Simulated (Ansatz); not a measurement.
The system is Gd.

```
Gd
1.0
     3.63600    0.00000    0.00000
    -1.81800    3.14887    0.00000
     0.00000    0.00000    5.78260
Gd
2
Direct
  0.66667 0.33333 0.75000
  0.33333 0.66667 0.25000
```

| Property | Result |
| --- | --- |
| Program | Ansatz 0.2.0 |
| Task | relaxation of cell and atoms |
| Functional | RPBE |
| Potentials or basis | Ansatz PAW |
| Cutoff | 420 eV (not typed: the program's choice for these potentials) |
| k mesh | 8 × 8 × 5 |
| Occupations | fermi-dirac, width 0.05 eV |
| Spin | collinear spin, ferromagnetic start |
| Starting moments | [7.0, 7.0] μB |

At the start: volume 33.10 Å³/atom.

Problem. How do energy, volume and symmetry change on relaxing?

Solution. It ends after 6 steps and the volume is 35.45 Å³/atom (+7.1 %); space group P6_3/mmc (No. 194, to 0.05 Å); moment 15.34 μB per cell.

The path:
```tsv
step	energy change (eV)	largest force (eV/Å)	volume (Å³)
1	0.0000	0.0000	66.21
2	-0.0313	0.0000	70.24
3	-0.0317	0.0000	70.79
4	-0.0329	0.0000	70.79
5	-0.0329	0.0000	70.90
6	-0.0329	0.0000	70.90
```

Final structure:
```
CELL_PARAMETERS angstrom
3.70952 0.00000 0.00000
-1.85476 3.21254 0.00000
0.00000 0.00000 5.94951
ATOMIC_POSITIONS crystal
Gd 0.66667 0.33333 0.75000
Gd 0.33333 0.66667 0.25000
```

Caveat: the plane-wave basis is chosen anew once the cell has moved, so the energies of steps on either side of that aren't comparable; the PAW data sets come from PBE, with cores solved anew for the run's functional, which leaves a small shift of forces and pressure.
